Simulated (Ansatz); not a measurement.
Runs of Ansatz 0.2.0 on TaS2. The structure is trigonal, space group P-3m1 (No. 164). Conventional cell: a = 3.350 Å, b = 3.350 Å, c = 5.860 Å, α = 90.00°, β = 90.00°, γ = 120.00°. Around Ta (site symmetry -3m) lie 6 S at 2.43 Å. S (site symmetry 3m) is surrounded by 3 Ta at 2.43 Å. 

```csv
task,level,potentials or basis,cell,k mesh,cutoff (eV),smearing,basis error allowed,gap on the mesh (eV),pressure (GPa),largest force (eV/Å)
relaxation of cell and atoms,BLYP+D4,"all-electron LAPW, scalar-relativistic",relaxed,9 × 9 × 5,-,fermi-dirac 0.05 eV,0.002 eV/atom,-,0.0,-
band structure,PBEsol,all-electron PAW datasets made for the crystal,as given,9 × 9 × 5,420,fermi-dirac 0.05 eV,-,-,4.4,0.99
band structure,PBEsol,"all-electron LAPW, scalar-relativistic",as given,9 × 9 × 5,258,fermi-dirac 0.05 eV,0.002 eV/atom,-,4.4,0.99
band structure,PBEsol,"all-electron LAPW, non-relativistic",as given,9 × 9 × 5,256,fermi-dirac 0.05 eV,0.002 eV/atom,-,9.0,(a)
single point,PBEsol,"all-electron LAPW, scalar-relativistic",as given,9 × 9 × 5,258,gaussian 0.05 eV,0.002 eV/atom,none,4.4,1.00
phonons,PBEsol,"all-electron LAPW, scalar-relativistic",as given,7 × 7 × 4,280,fermi-dirac 0.05 eV,0.002 eV/atom,none,-,0.96
band structure,PBEsol,"all-electron LAPW, inner shells corrected to Dirac's equation",as given,9 × 9 × 5,258,fermi-dirac 0.05 eV,0.002 eV/atom,-,4.4,0.99
```

Alike in all rows: no spin polarisation.

Problem. Estimate the missing entries.

Solution. (a) 1.60.

Caveats: this functional lacks dispersion, which binds the layers, so the pressure and a relaxed spacing across them are unreliable (some runs); spin-orbit coupling is left out, which moves the levels of the heavy elements (some runs); relativity is left out, which matters for the heavier elements (some runs); forces of over 1 eV/Å show positions far from the minimum, so gaps and moduli don't describe the material at rest (some runs); the k mesh is thin for a metal, which can move the energy by tens of meV per atom (some runs); a metal's response needs a denser mesh (some runs).

A k mesh can miss the band edges, and the runs leave out spin-orbit coupling on Ta.

A gap of «none» marks a metal or a gap under the smearing width.

The runs don't all hold the same shells in valence.

Runs at the PBE level aren't shown here.
